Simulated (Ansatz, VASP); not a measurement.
# One calculation of Ga, two programs

File INCAR:

```
ALGO = Normal
EDIFF = 1E-7
ENCUT = 520
GGA = PE
ISIF = 2
ISMEAR = -1
LASPH = True
LCHARG = False
LREAL = False
LWAVE = False
NBANDS = 12
NELM = 100
PREC = Accurate
SIGMA = 0.05
```

KPOINTS

```
k-points
0
Gamma
  13 13 13
```

File POSCAR:

```
Ga
1.0
   -1.3935671902      1.3935671902      2.3265304007
    1.3935671902     -1.3935671902      2.3265304007
    1.3935671902      1.3935671902     -2.3265304007
Ga
1
Direct
    0.0000000000      0.0000000000      0.0000000000
```

File input.yaml:

```yaml
crystal:
  lattice:
    - [-1.3935671902, 1.3935671902, 2.3265304007]
    - [1.3935671902, -1.3935671902, 2.3265304007]
    - [1.3935671902, 1.3935671902, -2.3265304007]
  atoms:
    - { symbol: Ga, position: [0.0, 0.0, 0.0] }
kpoints:
  mp_grid: { grid: [13, 13, 13] }
scf:
  occupations: { method: fermi_dirac, width: 0.05 }
hamiltonian:
  xc: pbe
  pseudopotentials: { kind: all_electron, lapw: { basis_error: 0.0005 } }
output:
  forces: true
  stress: true
  eigenvalues: true
```

Change from the starting cell: volume scaled by 1.02.

Alike in both runs: task single point; functional PBE; k mesh 13 × 13 × 13; occupations fermi-dirac, width 0.05 eV; no spin polarisation.

```csv
,VASP,Ansatz
version,VASP 6.6.1,Ansatz 0.2.0
potentials or method,"VASP PAW PBE potentials, release 64 (Ga_d)","all-electron LAPW, scalar-relativistic"
plane-wave cutoff (eV),520,see its input
```

|  | VASP | Ansatz | Ansatz less VASP |
| --- | --- | --- | --- |
| gap on the k mesh at the Fermi level (eV) | none | none | - |
| pressure (GPa) | 2.3 | 2.2 | -0.07 |
| largest component of the traceless stress (GPa) | 0.23 | 0.20 | -0.031 |

A gap of «none» marks a metal or a gap that the smearing closes. Ansatz ran all-electron here, so the differences hold the error of VASP's frozen core and of both bases.
